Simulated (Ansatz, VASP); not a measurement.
## One calculation of PbO, two programs

File INCAR:

```
SYSTEM = PbO
PREC     = Accurate       ! precision mode
ENCUT    = 520            ! plane-wave cutoff, eV
EDIFF    = 1E-6           ! SCF threshold, eV
ISMEAR   = 0              ! smearing method
SIGMA    = 0.05           ! smearing width, eV
LREAL    = .False.        ! projectors in reciprocal space
LASPH    = .True.         ! aspherical terms in the spheres
NELM     = 100            ! most SCF steps
ALGO     = Normal         ! electronic algorithm
ISIF     = 2              ! what is computed and relaxed
LWAVE    = .False.        ! write WAVECAR
LCHARG   = .False.        ! write CHGCAR
NBANDS   = 28             ! bands
```

Contents of KPOINTS:

```
Automatic mesh
0
Gamma
  8 8 6
  0 0 0
```

File POSCAR:

```
PbO
1.0
    3.9744000000      0.0000000000      0.0000000000
    0.0000000000      3.9744000000      0.0000000000
    0.0000000000      0.0000000000      5.0220000000
Pb O
2 2
Direct
    0.0000000000      0.5000000000      0.2351000000
    0.5000000000      0.0000000000      0.7649000000
    0.0000000000      0.0000000000      0.0348466746
    0.5000000000      0.5000000000      0.0348466746
```

Input for Ansatz:

```yaml
crystal:
  lattice:
    - [3.9744, 0.0, 0.0]
    - [0.0, 3.9744, 0.0]
    - [0.0, 0.0, 5.022]
  atoms:
    - { symbol: Pb, position: [0.0, 0.5, 0.2351] }
    - { symbol: Pb, position: [0.5, 0.0, 0.7649] }
    - { symbol: O, position: [0.0, 0.0, 0.0348466746] }
    - { symbol: O, position: [0.5, 0.5, 0.0348466746] }
basis:
  ecutwfc: 420
kpoints:
  mp_grid: { grid: [8, 8, 6] }
hamiltonian:
  xc: lda
scf:
  occupations: { method: gaussian, width: 0.05 }
output:
  forces: true
  stress: true
  eigenvalues: true
```

Change from the starting cell: all O atoms moved +0.175 Å, as atom 3 along Cartesian [0 0 1].

Alike in both runs: task single point; functional LDA; k mesh 8 × 8 × 6; occupations gaussian, width 0.05 eV; no spin polarisation.

|  | VASP | Ansatz |
| --- | --- | --- |
| version | VASP 6.6.1 | Ansatz 0.2.0 |
| potentials or method | VASP PAW LDA potentials, release 64 (Pb_d, O) | scalar-relativistic, plane waves, PAW |
| plane-wave cutoff (eV) | 520 | 420 |
| valence electrons in the cell | 40 | 40 |

```tsv
	VASP	Ansatz	Ansatz less VASP
gap on the k mesh at the Fermi level (eV)	1.09	1.11	+0.022
least direct gap on the mesh (eV)	2.08	2.07	-0.009
pressure (GPa)	-0.9	-1.1	-0.22
largest component of the traceless stress (GPa)	0.96	0.94	-0.018
rms of the force components (eV/Å)	0.820	0.815	-0.0054
```

Atom by atom the forces differ by 0.030 eV/Å (rms over components).

Caveats: spin-orbit coupling is left out, which as a rule narrows the gap of such compounds by several tenths of an eV; forces of over 1 eV/Å show positions far from the minimum, so gaps and moduli don't describe the material at rest. A k mesh can miss the band edges.
